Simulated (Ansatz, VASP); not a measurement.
**One calculation of NiO, two programs**

```
CELL_PARAMETERS angstrom
0.00000 2.24095 2.24095
2.24095 0.00000 2.24095
2.24095 2.24095 0.00000
ATOMIC_POSITIONS crystal
Ni 0.00000 0.00000 0.00000
O 0.25000 0.25000 0.25000
```

Measurements of this composition are mostly on another form, of space group No. 225.

Alike in both runs: task single point; functional PBE; k mesh 12 × 12 × 12; occupations gaussian, width 0.05 eV; collinear spin.

|  | VASP | Ansatz |
| --- | --- | --- |
| version | VASP 6.6.1 | Ansatz 0.2.0 |
| potentials or method | VASP PAW PBE potentials, release 64 (Ni, O) | scalar-relativistic, plane waves, PAW |
| plane-wave cutoff (eV) | 520 | 420 |
| valence electrons in the cell | 16 | 24 |

```tsv
	VASP	Ansatz	Ansatz less VASP
pressure (GPa)	0.2	0.0	-0.22
net moment per atom (μB)	0.95	0.97	+0.015
size of the moment on the site where the two differ most (μB)	1.49	1.47	-0.024
```

Site moments also hang on the region over which each program counts them. The two sets of potentials don't hold the same shells in valence.

Caveats: a cell with one magnetic atom can't hold antiferromagnetic order, which such compounds often take.
